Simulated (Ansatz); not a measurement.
# Se: the cost of one run

Computed with Ansatz 0.2.0 (DFT r2SCAN, scalar-relativistic, plane waves, PAW, unless a step's input says otherwise).

**1. Starting point**

The structure is trigonal, space group R-3m (No. 166). Conventional cell: a = 3.529 Å, b = 3.529 Å, c = 25.580 Å, α = 90.00°, β = 90.00°, γ = 120.00°. Around Se (site symmetry -3m) lie 12 Se at 3.50 to 3.53 Å. Se (site symmetry 3m) is surrounded by 12 Se at 3.50 to 3.53 Å.

Coordinates:

```cif
data_structure
_symmetry_space_group_name_H-M 'R-3m:H'
_symmetry_Int_Tables_number 166
_cell_length_a 3.5286
_cell_length_b 3.5286
_cell_length_c 25.5802
_cell_angle_alpha 90.000
_cell_angle_beta 90.000
_cell_angle_gamma 120.000
_cell_volume 275.83
loop_
_atom_site_label
_atom_site_type_symbol
_atom_site_symmetry_multiplicity
_atom_site_Wyckoff_symbol
_atom_site_fract_x
_atom_site_fract_y
_atom_site_fract_z
_atom_site_occupancy
Se1 Se 3 a 0.00000 0.00000 0.00000 1
Se2 Se 6 c 0.00000 0.00000 0.22222 1
```

(A quick probe on a coarse mesh, which set the mesh and smearing, is not shown.)

**3. Coarse relaxation**

Contents of input.yaml:

```yaml
crystal:
  lattice:
    - [1.7642946041, 1.0186159645, 8.5267251162]
    - [-1.7642946041, 1.0186159645, 8.5267251162]
    - [0.0, -2.0372319292, 8.5267251162]
  atoms:
    - { symbol: Se, position: [0.0, 0.0, 0.0] }
    - { symbol: Se, position: [0.22222, 0.22222, 0.22222] }
    - { symbol: Se, position: [0.77778, 0.77778, 0.77778] }
basis:
  ecutwfc: 500
kpoints:
  mp_grid: { grid: [6, 6, 6] }
hamiltonian:
  xc: r2scan
scf:
  occupations: { method: gaussian, width: 0.1 }
  lower_state_search: "off"
output:
  forces: true
  stress: true
  eigenvalues: true
relax:
  adjacent_minimum: "off"
  f_tol: 0.04
  max_steps: 70
  cell: { stress_tol: 0.4 }
```

What time and memory should one allow on 1 thread of an x86-64 CPU, shared host?

About 93 s, with a peak of 0.69 GiB.
